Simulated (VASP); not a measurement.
Input of a VASP 6.6.1 run:

Contents of POSCAR:

```
Si
1.0
    2.6252514103      0.0000000000      0.0000000000
   -1.3126257052      2.2735344127      0.0000000000
    0.0000000000      0.0000000000      4.5982227962
Si
2
Direct
    0.3333333333      0.6666666667      0.2500000000
    0.6666666667      0.3333333333      0.7500000000
```

File INCAR.step1:

```
PREC = Accurate
ENCUT = 520
EDIFF = 1E-5
ISMEAR = -1
SIGMA = 0.1
LREAL = F
LASPH = T
NELM = 60
ALGO = Normal
ISIF = 2
LWAVE = T
LCHARG = F
GGA = PE
NBANDS = 11
```

Contents of INCAR.step2:

```
PREC = Accurate
ENCUT = 520
EDIFF = 1E-6
ISMEAR = -1
SIGMA = 0.1
LREAL = F
LASPH = T
NELM = 60
ALGO = Normal
ISIF = 2
LWAVE = F
LCHARG = F
METAGGA = R2SCAN
LHFCALC = T
AEXX = 0.25
LMIXTAU = T
PRECFOCK = Normal
HFRCUT = -1
ISTART = 1
NBANDS = 11
```

Contents of KPOINTS:

```
Automatic mesh
0
Gamma
  7 7 4
```

Potentials or basis: VASP PAW PBE potentials, release 64 (Si).

Command:

```sh
$ cat potpaw_PBE.64/Si/POTCAR > POTCAR
$ cp INCAR.step1 INCAR
$ mpirun -np 1 vasp_std > vasp.out
$ cp INCAR.step2 INCAR
$ mpirun -np 1 vasp_std > vasp.out
```

Q: What does it give for the pressure?

A: -0.4 GPa.

Q: Estimate the band gap on the k mesh.

A: None (metal or under the smearing width).

Stress tensor (GPa, compression positive):
```
 0.11  0.00  0.00
 0.00  0.11  0.00
 0.00  0.00 -1.53
```

Caveat: the k mesh is coarse (spacing up to 0.39 Å⁻¹), so the values aren't converged, least of all with exact exchange; the PAW data sets were made with another functional, which shifts forces and pressure a little.
